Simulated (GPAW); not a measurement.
Runs of GPAW 26.7.0 on MoS2. The cell holds a slab with vacuum, 3 atoms: a = 3.184 Å, b = 3.184 Å, c = 17.335 Å, α = 90.00°, β = 90.00°, γ = 120.00°. 

```tsv
task	level	potentials or basis	cell	k mesh	cutoff (eV)	maxiter	convergence	optimizer	fmax	max steps	gap on the mesh (eV)	relaxed volume (Å³/atom)	largest force (eV/Å)
single point	r2SCAN	GPAW PAW data sets (gpaw-data 1.2.1), pw	as given	8 × 8 × 2	500	120	default	-	-	-	(a)	-	0.02
relaxation of cell and atoms	PBEsol	PAW data sets generated in the run's folder for this functional, pw	relaxed	7 × 7 × 2	600	150	density=1e-05 forces=0.0001	BFGS	0.02 eV/Å	60	(b)	49.36	0.01
relaxation of cell and atoms	PBEsol+D4	PAW data sets generated in the run's folder for this functional, pw	relaxed	7 × 7 × 2	600	150	density=1e-05 forces=0.0001	BFGS	0.02 eV/Å	60	2.14	48.90	0.01
relaxation of cell and atoms	PBEsol+D3(BJ)+ATM	PAW data sets generated in the run's folder for this functional, pw	relaxed	7 × 7 × 2	600	150	density=1e-05 forces=0.0001	BFGS	0.02 eV/Å	60	2.16	(c)	0.01
relaxation of cell and atoms	PBEsol+D3	PAW data sets generated in the run's folder for this functional, pw	relaxed	7 × 7 × 2	600	150	density=1e-05 forces=0.0001	BFGS	0.02 eV/Å	60	2.13	48.99	0.01
relaxation of cell and atoms	PBEsol+D3(BJ)	PAW data sets generated in the run's folder for this functional, pw	relaxed	7 × 7 × 2	600	150	density=1e-05 forces=0.0001	BFGS	0.02 eV/Å	60	2.16	48.67	0.01
```

Alike in all rows: no spin polarisation; smearing fermi-dirac 0.05 eV.

Task: Estimate the missing entries.

Result: (a) 1.84; (b) 2.10; (c) 48.70.

Caveats: later steps reuse the first step's grids (some runs); the cutoff is short for stress and forces, so pressures can be off by a GPa or more (some runs); the PAW data sets were made with another functional, which shifts forces and pressure a little (some runs).

A k mesh can miss the band edges, and the runs leave out spin-orbit coupling on Mo.
